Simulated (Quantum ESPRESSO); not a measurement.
Crystal: LiF (Griceite).

```
F Li
1.0
     0.00000    2.01400    2.01400
     2.01400    0.00000    2.01400
     2.01400    2.01400    0.00000
F Li
1 1
Direct
  0.50000 0.50000 0.50000
  0.00000 0.00000 0.00000
```

| Quantity | Value |
| --- | --- |
| Program | Quantum ESPRESSO 7.5 |
| Task | phonons |
| Functional | PBEsol |
| Potentials or basis | GBRV 1.5 PBEsol |
| Cutoff | 612 eV |
| Density cutoff | 4898 eV |
| k mesh | 4 × 4 × 4, shifted |
| Occupations | fermi-dirac, width 0.05 eV |
| Spin | collinear spin, ferromagnetic start |
| Starting moments | [0.5, 0.0] μB |
| Mixing beta | 0.3 |
| Most SCF iterations | 120 |
| SCF threshold | 4e-10 Ry |
| Mixing mode | local-TF |

The first run showed a gap, so the response started from a second, tighter run with fixed occupations.

At L the frequencies are 202 202 273 273 371 588 cm⁻¹, at a pressure of -1.1 GPa.

Question: How do the modes respond when the cell is scaled evenly, at fixed shape?

Answer: The highest mode has a Grüneisen parameter of 0.87 and moves by +7.5 cm⁻¹ per GPa. None of the listed modes softens on compression. The pressures give a bulk modulus of about 68 GPa.

Frequencies at 99 % and 101 % of the volume (pressures -0.4 and -1.8 GPa), ions relaxed:
```
mode  99 % (cm⁻¹)  101 % (cm⁻¹)  Grüneisen parameter
   1        206.3         197.5                 2.18
   2        206.3         197.5                 2.18
   3        280.3         266.7                 2.47
   4        280.3         266.7                 2.47
   5        375.1         366.8                 1.13
   6        593.3         583.1                 0.87
```

Modes are matched by their order; those that don't vary smoothly over the three volumes are left out.

Caveat: the k mesh is coarse (spacing up to 0.68 Å⁻¹), so the values aren't converged.
